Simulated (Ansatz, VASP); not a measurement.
# One calculation of Ag, two programs

```xyz
1
Lattice="2.6118 0.0000 0.0000 0.0000 2.6118 0.0000 0.0000 0.0000 2.6118" Properties=species:S:1:pos:R:3 pbc="T T T"
Ag    0.0000    0.0000    0.0000
```

Change from the starting cell: volume scaled by 0.92, LAPW.

Alike in both runs: task single point; functional PBEsol; k mesh 16 × 16 × 16; occupations fermi-dirac, width 0.05 eV; no spin polarisation.

|  | VASP | Ansatz |
| --- | --- | --- |
| version | VASP 6.6.1 | Ansatz 0.2.0 |
| potentials or method | VASP PAW PBE potentials, release 64 (Ag), cutoff 520 eV | all-electron LAPW, scalar-relativistic |

VASP gave:

- pressure (GPa): 8.9

Problem. Which values does Ansatz return?

Solution. Pressure (GPa): 9.2.

Ansatz ran all-electron here, so the differences hold the error of VASP's frozen core and of both bases.

Caveats: the PAW data sets were made with another functional, which shifts forces and pressure a little (VASP).
